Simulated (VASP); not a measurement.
The system is C.

```
C
1.0
     2.61972    0.00000    0.00000
     0.00000    2.61972    0.00000
     0.00000    0.00000    2.61972
C
3
Direct
  0.00000 0.50000 0.50000
  0.50000 0.00000 0.50000
  0.50000 0.50000 0.00000
```

The cell was built by a generator and needn't be a form met in nature.

```yaml
Program: VASP 6.6.1
Task: relaxation of cell and atoms
Functional: BLYP
Potentials_or_basis: VASP PAW PBE potentials, release 64 (C)
Cutoff: 600 eV
k_mesh: 10 × 10 × 10
Occupations: fermi-dirac, width 0.05 eV
Spin: no spin polarisation
```

At the start: pressure 20.0 GPa; volume 5.99 Å³/atom.

**Question.** How do energy, volume and symmetry change on relaxing?

**Answer.** Over 4 steps the energy falls by 43.3 meV/atom and the volume is 6.75 Å³/atom (+12.7 %); space group Pm-3m (No. 221, to 0.05 Å).

Step by step:
| step | energy change (eV) | largest force (eV/Å) | pressure (GPa) | volume (Å³) |
| --- | --- | --- | --- | --- |
| 1 | 0.0000 | 0.0000 | 19.96 | 17.98 |
| 2 | -0.1286 | 0.0000 | 1.37 | 19.99 |
| 3 | -0.1297 | 0.0000 | 0.44 | 20.17 |
| 4 | -0.1298 | 0.0000 | 0.05 | 20.26 |

Final structure:
```
CELL_PARAMETERS angstrom
2.72612 0.00000 0.00000
0.00000 2.72612 0.00000
0.00000 0.00000 2.72612
ATOMIC_POSITIONS crystal
C 0.00000 0.50000 0.50000
C 0.50000 0.00000 0.50000
C 0.50000 0.50000 0.00000
```

Caveat: the PAW data sets were made with another functional, which shifts forces and pressure a little.
